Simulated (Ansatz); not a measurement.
**In: energy and pressure over a range of volumes**

How stiff is In, and at what volume does the pressure vanish? The cell is scaled evenly, atoms carried along, and solved with LAPW, PAW and all-electron datasets made for the crystal.

Program: Ansatz 0.2.0. Level of theory: DFT LDA, scalar-relativistic. These are calculated values, not measurements.

## (1) The structure to begin with

The structure is tetragonal, space group I4/mmm (No. 139). The conventional cell has a = 3.252 Å, b = 3.252 Å, c = 4.948 Å, α = 90.00°, β = 90.00°, γ = 90.00°. In (site symmetry 4/mmm) is surrounded by 12 In at 3.25 to 3.38 Å.

As a file:

```xyz
1
Lattice="-1.6261 1.6261 2.4739 1.6261 -1.6261 2.4739 1.6261 1.6261 -2.4739" Properties=species:S:1:pos:R:3 pbc="T T T"
In    0.0000    0.0000    0.0000
```

The structure is an experimental refinement, used without relaxation.

## (2) Volume × 0.9405, LAPW

input.yaml

```yaml
crystal:
  lattice:
    - [-1.5932363393, 1.5932363393, 2.4238766667]
    - [1.5932363393, -1.5932363393, 2.4238766667]
    - [1.5932363393, 1.5932363393, -2.4238766667]
  atoms:
    - { symbol: In, position: [0.0, 0.0, 0.0] }
kpoints:
  mp_grid: { grid: [12, 12, 14] }
scf:
  occupations: { method: fermi_dirac, width: 0.05 }
hamiltonian:
  xc: lda
  pseudopotentials: { kind: all_electron, lapw: { basis_error: 0.001 } }
output:
  forces: true
  stress: true
  eigenvalues: true
```

Run with:

```bash
> ansatz run input.yaml --threads 1 --pin off --max-ram 3072MiB --backend cpu --events-out ev --progress --plain --runs-dir out
```

## (3) Volume × 0.9405, PAW

Changes to input.yaml since step 2:

```diff
@@ -13,3 +13,3 @@
   xc: lda
-  pseudopotentials: { kind: all_electron, lapw: { basis_error: 0.001 } }
+  pseudopotentials: { kind: paw }
 output:
@@ -18 +18,2 @@
   eigenvalues: true
+  efg: { contact_densities: true }
```

## (4) Volume × 0.9405, crystal datasets

Changes to input.yaml since step 3:

```diff
@@ -13,3 +13,3 @@
   xc: lda
-  pseudopotentials: { kind: paw }
+  pseudopotentials: { kind: all_electron, datasets: crystal }
 output:
```

## (5) Volume × 0.97, LAPW

input.yaml

```yaml
crystal:
  lattice:
    - [-1.6097231193, 1.6097231193, 2.4489588974]
    - [1.6097231193, -1.6097231193, 2.4489588974]
    - [1.6097231193, 1.6097231193, -2.4489588974]
  atoms:
    - { symbol: In, position: [0.0, 0.0, 0.0] }
kpoints:
  mp_grid: { grid: [12, 12, 14] }
scf:
  occupations: { method: fermi_dirac, width: 0.05 }
hamiltonian:
  xc: lda
  pseudopotentials: { kind: all_electron, lapw: { basis_error: 0.001 } }
output:
  forces: true
  stress: true
  eigenvalues: true
```

## (6) Volume × 0.97, PAW

Changes to input.yaml since step 5:

```diff
@@ -13,3 +13,3 @@
   xc: lda
-  pseudopotentials: { kind: all_electron, lapw: { basis_error: 0.001 } }
+  pseudopotentials: { kind: paw }
 output:
@@ -18 +18,6 @@
   eigenvalues: true
+  efg: { contact_densities: true }
+  write_density: true
+  write_potential: true
+  elf: true
+  volumetric_format: npy
```

## (7) Volume × 1.03, LAPW

input.yaml

```yaml
crystal:
  lattice:
    - [-1.6422515422, 1.6422515422, 2.4984461476]
    - [1.6422515422, -1.6422515422, 2.4984461476]
    - [1.6422515422, 1.6422515422, -2.4984461476]
  atoms:
    - { symbol: In, position: [0.0, 0.0, 0.0] }
kpoints:
  mp_grid: { grid: [12, 12, 14] }
scf:
  occupations: { method: fermi_dirac, width: 0.05 }
hamiltonian:
  xc: lda
  pseudopotentials: { kind: all_electron, lapw: { basis_error: 0.001 } }
output:
  forces: true
  stress: true
  eigenvalues: true
```

## (8) Volume × 1.03, PAW

Changes to input.yaml since step 7:

```diff
@@ -13,3 +13,3 @@
   xc: lda
-  pseudopotentials: { kind: all_electron, lapw: { basis_error: 0.001 } }
+  pseudopotentials: { kind: paw }
 output:
@@ -18 +18,2 @@
   eigenvalues: true
+  efg: { contact_densities: true }
```

## (9) Volume × 1.06, LAPW

input.yaml

```yaml
crystal:
  lattice:
    - [-1.6580433912, 1.6580433912, 2.522471142]
    - [1.6580433912, -1.6580433912, 2.522471142]
    - [1.6580433912, 1.6580433912, -2.522471142]
  atoms:
    - { symbol: In, position: [0.0, 0.0, 0.0] }
kpoints:
  mp_grid: { grid: [12, 12, 14] }
scf:
  occupations: { method: fermi_dirac, width: 0.05 }
hamiltonian:
  xc: lda
  pseudopotentials: { kind: all_electron, lapw: { basis_error: 0.001 } }
output:
  forces: true
  stress: true
  eigenvalues: true
```

## (10) Volume × 1.06, PAW

Changes to input.yaml since step 9:

```diff
@@ -13,3 +13,3 @@
   xc: lda
-  pseudopotentials: { kind: all_electron, lapw: { basis_error: 0.001 } }
+  pseudopotentials: { kind: paw }
 output:
@@ -18 +18,2 @@
   eigenvalues: true
+  efg: { contact_densities: true }
```

## (11) Volume × 1.06, crystal datasets

Changes to input.yaml since step 10:

```diff
@@ -13,3 +13,3 @@
   xc: lda
-  pseudopotentials: { kind: paw }
+  pseudopotentials: { kind: all_electron, datasets: crystal }
 output:
```

(Steps that only read results are left out.)

Q: Predict the outcome of this session. Wanted: equilibrium volume; bulk modulus (for each run or level that gives them).

**Answer**, as computed:

| quantity | value |
| --- | --- |
| equilibrium volume (LAPW) | 24.648 Å³/atom |
| bulk modulus (LAPW) | 49 GPa |
| its pressure derivative (LAPW) | 5.1 |
| equilibrium volume (PAW) | 24.640 Å³/atom |
| bulk modulus (PAW) | 49 GPa |
| its pressure derivative (PAW) | 5.1 |

What this shows: A third-order Birch-Murnaghan fit to the LAPW pressures puts zero pressure at 24.65 Å³/atom, -5.8 % from the given cell, with a bulk modulus of 49 GPa. Shape and positions are held, so a fully relaxed modulus can be lower. PAW's volume lies -0.03 % and its modulus less than 0.1 % from LAPW's. No thermal or zero-point expansion is included. The k mesh doesn't keep the crystal's whole symmetry, which leaves small spurious terms.
